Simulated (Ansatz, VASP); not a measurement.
**One calculation of Al2Pt, two programs**

```
Pt Al
1.0
     0.00000    2.95500    2.95500
     2.95500    0.00000    2.95500
     2.95500    2.95500    0.00000
Pt Al
1 2
Direct
  0.00000 0.00000 0.00000
  0.75000 0.75000 0.75000
  0.25000 0.25000 0.25000
```

Alike in both runs: functional PBEsol; k mesh 8 × 8 × 8; occupations fermi-dirac, width 0.05 eV; no spin polarisation.

```csv
,VASP,Ansatz
version,VASP 6.6.1,Ansatz 0.2.0
potentials or method,"VASP PAW PBE potentials, release 64 (Pt, Al), cutoff 520 eV","all-electron LAPW, scalar-relativistic"
task,single point,band structure
```

Ansatz gave:

- gap on the k mesh at the Fermi level (eV): none
- pressure (GPa): -0.9

Estimate VASP's values.

gap on the k mesh at the Fermi level (eV): none; pressure (GPa): -1.0.

A gap of «none» marks a metal or a gap that the smearing closes. Ansatz ran all-electron here, so the differences hold the error of VASP's frozen core and of both bases.

Caveats: the PAW data sets were made with another functional, which shifts forces and pressure a little (VASP); spin-orbit coupling is left out, which moves the levels of the heavy elements (Ansatz). The runs have no spin-orbit coupling, so splittings on Pt are missing.
